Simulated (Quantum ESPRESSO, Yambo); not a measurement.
# A GW chain in Yambo: CsH (Fm-3m), part 2 of 3

How does a plane-wave GW calculation on CsH (Fm-3m) run from the first input to the gap?

Quantum ESPRESSO 7.5 and Yambo 5.3.0; PBEsol and many-body steps on it, plane waves. Known limits of the many-body steps: not at the basis limit; no spin-orbit coupling.

So far. Step 2 (Ground state): The gap is direct, at (0.000, 0.000, -0.500). Step 3 (Bands along the symmetry lines): The gap is 2.149 eV, as in the run before at this level.

The database entry behind the starting cell differs from later determinations by our own check (0.1 to 0.3 % short, probably kX units), so it need not match the best structure at ambient conditions.

**4. Empty states on the mesh, 4×4×4 mesh, 152 bands**

Level of this step: DFT, PBEsol, plane waves, norm-conserving pseudopotentials (Quantum ESPRESSO).

The sums over transitions need many empty states on a uniform mesh; this step solves for them.

pw.in reads:

```
&control
  calculation = 'nscf'
  prefix = 'x'
  outdir = 'o'
  pseudo_dir = 'pseudo'
/
&system
  ibrav = 0
  nat = 2
  ntyp = 2
  ecutwfc = 64.0
  nbnd = 152
  force_symmorphic = .true.
/
&electrons
  conv_thr = 1e-9
  electron_maxstep = 80
  diago_full_acc = .true.
  diago_thr_init = 5e-6
/
ATOMIC_SPECIES
  Cs 132.91 Cs.upf
  H 1.008 H.upf
CELL_PARAMETERS angstrom
  -0.0000000000 3.1880000000 3.1880000000
  3.1880000000 -0.0000000000 3.1880000000
  3.1880000000 3.1880000000 -0.0000000000
ATOMIC_POSITIONS crystal
  Cs 0.0000000000 0.0000000000 0.0000000000
  H 0.5000000000 0.5000000000 0.5000000000
K_POINTS automatic
  4 4 4 0 0 0
```

Command:

```
$ OMP_NUM_THREADS=1 mpirun -n 4 pw.x -nk 4 -in pw.in > pw.out
```

The log of the run:

```text
[banner, memory and clock lines left out]
Program PWSCF v.7.5 starts

     Atomic positions and unit cell read from directory:
     o/x.save/

     Message from routine setup:
     using ibrav=0 with symmetry is DISCOURAGED, use correct ibrav instead

     G-vector sticks info

     bravais-lattice index     =            0
     lattice parameter (alat)  =       8.5199  a.u.
     unit-cell volume          =     437.3021 (a.u.)^3
     number of atoms/cell      =            2
     number of atomic types    =            2
     number of electrons       =        10.00
     number of Kohn-Sham states=          152
     kinetic-energy cutoff     =      64.0000  Ry
     charge density cutoff     =     256.0000  Ry
     Exchange-correlation= PBESOL
                           (   1   4  10   8   0   0   0)

     celldm(1)=   8.519854  celldm(2)=   0.000000  celldm(3)=   0.000000
     celldm(4)=   0.000000  celldm(5)=   0.000000  celldm(6)=   0.000000

     crystal axes: (cart. coord. in units of alat)
               a(1) = (  -0.000000   0.707107   0.707107 )
               a(2) = (   0.707107  -0.000000   0.707107 )
               a(3) = (   0.707107   0.707107  -0.000000 )

     reciprocal axes: (cart. coord. in units 2 pi/alat)
               b(1) = ( -0.707107  0.707107  0.707107 )
               b(2) = (  0.707107 -0.707107  0.707107 )
               b(3) = (  0.707107  0.707107 -0.707107 )
     Pseudo is Norm-conserving + core correction, Zval =  9.0
     Generated using ONCVPSP code by D. R. Hamann
     Using radial grid of 2384 points,  8 beta functions with:
     Pseudo is Norm-conserving, Zval =  1.0
     Generated using ONCVPSP code by D. R. Hamann
     Using radial grid of 1180 points,  3 beta functions with:
     Cs                9.00   132.91000     Cs( 1.00)
     H                 1.00     1.00800     H ( 1.00)

     48 Sym. Ops., with inversion, found

   Cartesian axes

     site n.     atom                  positions (alat units)
         1        Cs     tau(   1) = (   0.0000000   0.0000000   0.0000000  )
         2        H      tau(   2) = (   0.7071068   0.7071068   0.7071068  )

     number of k points=     8
                       cart. coord. in units 2pi/alat
        k(    1) = (   0.0000000   0.0000000   0.0000000), wk =   0.0312500
        k(    2) = (   0.1767767   0.1767767  -0.1767767), wk =   0.2500000
        k(    3) = (  -0.3535534  -0.3535534   0.3535534), wk =   0.1250000
[...]
k(    7) = (  -0.7071068   0.0000000   0.0000000), wk =   0.0937500
        k(    8) = (  -0.7071068   0.3535534   0.0000000), wk =   0.1875000

     Dense  grid:    30395 G-vectors     FFT dimensions: (  45,  45,  45)

     The potential is recalculated from file :
     o/x.save/charge-density

     Starting wfcs are    6 randomized atomic wfcs +  146 random wfcs

     Band Structure Calculation

     End of band structure calculation

          k = 0.0000 0.0000 0.0000 (  3767 PWs)   bands (ev):

   -18.1919  -4.6243  -4.6243  -4.6243   1.4858   8.4061   8.4061   8.4061
     9.0751  10.1795  10.1795  11.5075  12.4164  12.4164  12.4164  17.7957
    17.7957  17.7957  19.6365  19.6365  19.6365  20.3920  22.5956  22.5956
[...]
[... 7 further rows ...]
[...]
k = 0.1768 0.1768-0.1768 (  3762 PWs)   bands (ev):

[...]
[... 7 further rows ...]
[...]
k =-0.3536-0.3536 0.3536 (  3798 PWs)   bands (ev):

[...]
[... 7 further rows ...]
    88.0450  88.6874  89.8058  90.0384  90.0384  90.2229  90.4794  90.4794
    90.7419  92.4128  92.4128  93.8900  94.3084  94.3084  94.4142  94.4142

          k = 0.3536 0.0000 0.0000 (  3767 PWs)   bands (ev):

     [... further k-points ...]

     highest occupied, lowest unoccupied level (ev):     3.2614    5.4106

     XML data file, pseudopotentials, collected wavefunctions
```

Wall time 12 s (4 MPI ranks of Arm Neoverse V2, shared host); peak memory 0.4 GiB.

This step gave:

* gap: 2.149 eV
* k of the valence top: 0, 0, -0.5
* k of the conduction bottom: 0, 0, -0.5
* least direct gap: 2.149 eV
* k points computed: 8
* lowest point of the top converged band, above the valence top: 90.4498 eV

On this mesh the gap is 2.149 eV.

**5. Conversion and set-up**

This step: Yambo 5.3.0; conversion and set-up on PBEsol, plane waves, norm-conserving pseudopotentials.

The states are converted to the many-body program's format and the q mesh is built.

Command:

```
$ (cd o/x.save; p2y > p2y.log; mv SAVE ../..); yambo > setup.log
```

The log of the run:

```text
 Yambo, version 5.3.0

 [02] CORE Variables Setup
 =========================

  [02.01] Unit cells
  ==================

  Cell kind             :  FCC
  Atoms in the cell     :  Cs  H
  number of Cs atoms    :  1
  number of H  atoms    :  1

  List of atomic masses
  Mass of Cs    :  132.9100
  Mass of H     :  1.008000

  List of atomic coordinates    : [cc]
  Cs1       :  0.000000  0.000000  0.000000  order 1
  H1       :  6.024447  6.024447  6.024447  order 2

  Alat factors          :  6.024447  6.024447  6.024447 [a.u.]
  Direct lattice volume :  437.3021 [a.u.]
  Direct lattice vectors:  A[ 1 ]  A[ 2 ]  A[ 3 ]
   A[ 1 ]: -0.000000  1.000000  1.000000  [iru]
  -0.000000  6.024447  6.024447  [cc]
   A[ 2 ]:  1.000000 -0.000000  1.000000  [iru]
   6.024447 -0.000000  6.024447  [cc]
   A[ 3 ]:  1.000000  1.000000 -0.000000  [iru]
   6.024447  6.024447 -0.000000  [cc]

  Recip. lattice volume :  0.567229 [a.u.]
  Recip. lattice vectors:  B[ 1 ]  B[ 2 ]  B[ 3 ]
   B[ 1 ]: -0.500000  0.500000  0.500000  [iku]
  -0.521474  0.521474  0.521474  [cc]
   B[ 2 ]:  0.500000 -0.500000  0.500000  [iku]
   0.521474 -0.521474  0.521474  [cc]
   B[ 3 ]:  0.500000  0.500000 -0.500000  [iku]
   0.521474  0.521474 -0.521474  [cc]

  [02.02] Symmetries
  ==================

  Inversion symmetry    : yes
  Spatial inversion     : yes
  Inversion index       :  25
  K-space Time-reversal : no
  Magnetic symmetries   : no
  Group table correct   : yes
  Symmetries units      :  [cc]

   [S  1]:   1.0000     -0.18994E-16 -0.18994E-16 -0.18994E-16   1.0000      0.18994E-16  0.18994E-16  0.18994E-16   1.0000
   [S  2]:  -1.0000      0.18994E-16 -0.18994E-16  0.18994E-16  -1.0000      0.18994E-16 -0.18994E-16 -0.18994E-16   1.0000
   [S  3]:  -1.0000     -0.18994E-16  0.18994E-16  0.18994E-16   1.0000     -0.18994E-16 -0.18994E-16  0.18994E-16  -1.0000
[...]
[... 36 further rows ...]
   [S 47]: -0.18994E-16   1.0000      0.18994E-16  0.18994E-16 -0.18994E-16  -1.0000       1.0000      0.18994E-16 -0.18994E-16
   [S 48]: -0.18994E-16  -1.0000     -0.18994E-16  0.18994E-16  0.18994E-16   1.0000       1.0000     -0.18994E-16  0.18994E-16

  [02.03] Reciprocal space
  ========================

  nG shells         :   317
  nG charge         :  30395
  nG WFs            :   4635
  nC WFs            :   3828
  G-vecs. in first 31 shells:  [ Number ]
     1    9   15   27   51   59   65   89  113
    137   169   181   229   259   283   307   331   339
    387   411   459   531   537   561   609   645   701
    725   749   821   869
  ...
  Shell energy in first 31 shells:  [ mHa ]
    0.00000      407.903      543.870      1087.74      1495.64      1631.61      2175.48      2583.38      2719.35
    3263.22      3671.12      4350.96      4758.87      4894.83      5438.70      5846.61      5982.57      6526.44
[...]
IBZ K-points                                      :   8
  BZ  K-points                                      :   64

  K/Q-points units:
  rlu = crystal or reduced units; cc = cartesian coordinates; iku = interal k-units

  K [1]          [rlu]:  0.000000  0.000000  0.000000
         WF components:   3767
  K [2]          [rlu]: -0.48926E-17 -0.48926E-17  0.25000
         WF components:   3762
  K [3]          [rlu]:  0.97851E-17  0.97851E-17 -0.50000
         WF components:   3798
  K [4]          [rlu]:  0.66107E-17  0.25000      0.25000
         WF components:   3767
  K [5]          [rlu]: -0.14221E-16  0.25000     -0.50000
         WF components:   3779
  [... 2 further k-points ...]
  K [8]          [rlu]:  0.250000 -0.500000 -0.250000
         WF components:   3828

  [02.05] Energies & Occupations
  ==============================

  [X] === General ===
  [X] Electronic Temperature                        :  0.000000  0.000000 [eV K]
  [X] Bosonic    Temperature                        :  0.000000  0.000000 [eV K]
  [X] Finite Temperature mode                       : no
  [X] El. density                                   :  0.15432E+24 [cm-3]
  [X] Fermi Level                                   :  3.261446 [eV]

  [X] === Gaps and Widths ===
  [X] Conduction Band Min                           :  2.149182 [eV]
  [X] Valence Band Max                              :  0.000000 [eV]
  [X] Filled Bands                                  :   5
  [X] Empty Bands                                   :    6  152
  [X] Direct Gap                                    :  2.149182 [eV]
  [X] Direct Gap localized at k                     :  3
  [X] Indirect Gap                                  :  2.149182 [eV]
  [X] Indirect Gap between kpts                     :  3  3
  [X] Last valence band width                       :  1.775611 [eV]
  [X] 1st conduction band width                     :  2.995424 [eV]

  E @ K [1]:  [eV]
  -21.45331  -7.88570  -7.88570  -7.88570  -1.77561   5.14461   5.14461   5.14461
    5.81364   6.91804   6.91804   8.24602   9.15496   9.15496   9.15496  14.53428
  occ @ K [1]
   2.000000  2.000000  2.000000  2.000000  2.000000  0.000000  0.000000  0.000000
[...]
E @ K [2]:  [eV]
[...]
occ @ K [2]
[...]
E @ K [3]:  [eV]
[...]
occ @ K [3]
[...]
E @ K [4]:  [eV]
[...]
occ @ K [4]
[...]
E @ K [5]:  [eV]
[...]
occ @ K [5]
[...]
[... 2 further k-points ...]
  E @ K [8]:  [eV]
[...]
occ @ K [8]
   2.000000  2.000000  2.000000  2.000000  2.000000  0.000000  0.000000  0.000000
   0.000000  0.000000  0.000000  0.000000  0.000000  0.000000  0.000000  0.000000

 [03] Transferred momenta grid and indexing
 ==========================================

 IBZ Q-points                                      :   8
 BZ  Q-points                                      :   64

 K/Q-points units:
 rlu = crystal or reduced units; cc = cartesian coordinates; iku = interal k-units

 Q [1]          [rlu]:  0.000000  0.000000  0.000000
 Q [2]          [rlu]: -0.48926E-17 -0.48926E-17  0.25000
 Q [3]          [rlu]:  0.97851E-17  0.97851E-17 -0.50000
[...]
Q [7]          [rlu]: -0.13221E-16 -0.50000     -0.50000
 Q [8]          [rlu]:  0.250000 -0.500000 -0.250000

  [03.01] X indexes
  =================

   [03.01.01] Sigma indexes
   ========================

 [06] Game Over & Game summary
```

Run time: 2.3 s. Hardware: 1 MPI rank; peak memory 0.25 GiB.

(Part 2 of 3 ends here.)

[Paths, hosts, dates, memory and timing lines, banners, echoed tables and standing remarks are left out of the program output.]

[Logs are printed without paths, hosts, clocks, repeated set-up lines and the standing remarks that a program may print on its own settings, such as how far it seeks lower states.]

[Runs of the session that timed out or met a known fault of the program may be left out.]

[Hosts, paths, dates, database ids (printed as entryN), source tags and the programs' standing remarks are cut or masked in the printed files.]
